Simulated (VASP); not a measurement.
VASP inputs for LiH (strained rocksalt)

INCAR

```
ALGO = Normal
LWAVE = .FALSE.
LCHARG = .FALSE.
ISMEAR = 0
PREC = Accurate
IBRION = -1
LREAL = .FALSE.
ISIF = 2
ENCUT = 520
NSW = 0
METAGGA = R2SCAN
SIGMA = 0.01
LASPH = .TRUE.
NBANDS = 9
NELM = 120
EDIFF = 1E-7
```

KPOINTS

```
KPOINTS created by Atomic Simulation Environment
0
Gamma
10 10 10
0 0 0
```

KPOINTS_OPT

```
special points
8
Reciprocal
0.0000000000 0.0000000000 0.0000000000 1
0.5000000000 0.0000000000 0.5000000000 1
0.6250000000 0.2500000000 0.6250000000 1
0.3750000000 0.3750000000 0.7500000000 1
0.5000000000 0.5000000000 0.5000000000 1
0.5000000000 0.2500000000 0.7500000000 1
0.5000000000 0.5000000000 0.0000000000 1
0.0000000000 0.5000000000 0.5000000000 1
```

POSCAR

```
Li H
 1.0000000000000000
     0.0000000000000000    2.0230247895000000    1.9965451168999999
     2.0230247895000000    0.0000000000000000    1.9965451168999999
     2.0230247895000000    2.0230247895000000    0.0000000000000000
 Li  H
   1   1
Cartesian
  0.0000000000000000  0.0000000000000000  0.0000000000000000
  2.0230247895000000  2.0230247895000000  1.9965451168999999
```

VASP ran with the recommended PBE PAW datasets (4 valence electrons in the cell).

Q: Estimate the main results of this run.

A: gap between bands v and c 3.46 eV; least direct gap 3.56 eV; pressure -1.0 GPa.

Band v is the last that the valence electrons fill when counted band by band, and c is the next. Levels in eV from the top of v:

```
point     v−1      v      c    c+1
    Γ  -45.81  -5.46  17.36  19.08
    X  -45.75  -0.10   3.46  11.61
    K  -45.75  -0.54   4.82   8.22
    L  -45.77  -2.66   5.57  14.73
    W  -45.75  -0.28   5.80   5.98
```
